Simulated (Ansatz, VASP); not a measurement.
**MoS2 in VASP and in Ansatz**

```xyz
6
Lattice="3.1845 0.0000 0.0000 -1.5923 2.7579 0.0000 0.0000 0.0000 21.6705" Properties=species:S:1:pos:R:3 pbc="T T T"
Mo    0.0000    1.8386   18.4451
Mo    1.5923    0.9193    3.2254
S     1.5923    0.9193   16.8949
S     0.0000    1.8386    1.6741
S     1.5923    0.9193   19.9965
S     0.0000    1.8386    4.7756
```

Alike in both runs: task single point; functional PBE; k mesh 10 × 10 × 2; occupations gaussian, width 0.012 eV; no spin polarisation.

|  | VASP | Ansatz |
| --- | --- | --- |
| version | VASP 6.6.1 | Ansatz 0.2.0 |
| potentials or method | VASP PAW PBE potentials, release 64 (Mo_sv, S) | Ansatz PAW |
| plane-wave cutoff (eV) | 520 | 420 |
| valence electrons in the cell | 52 | 52 |

|  | VASP | Ansatz | Ansatz less VASP |
| --- | --- | --- | --- |
| gap on the k mesh at the Fermi level (eV) | 1.40 | 1.38 | -0.015 |
| least direct gap on the mesh (eV) | 1.89 | 1.89 | -0.004 |
| rms of the force components (eV/Å) | 0.091 | 0.097 | +0.0059 |

Atom by atom the forces differ by 0.006 eV/Å (rms over components). The functional is the same, so the differences come from potentials, cutoffs and numerics.

A hybrid or GW would open this gap; PBE tends to underestimate it.
